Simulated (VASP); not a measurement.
These are PBEsol GGA, VASP's PBE PAW potentials (set 64) (plane waves; VASP) values and carry that method's errors. Each cell was relaxed at this level, without spin-orbit coupling.

Problem. Which of these comes out without a gap?
(A) RuO2, P4_2/mnm (136)
(B) LiI, Fm-3m (225)
(C) BeO, P6_3mc (186)
(D) AlSb, F-43m (216)

Solution. A, RuO2, P4_2/mnm (136). The others have gaps of 1.13 eV (AlSb, F-43m (216)), 4.31 eV (LiI, Fm-3m (225)), 7.48 eV (BeO, P6_3mc (186)).
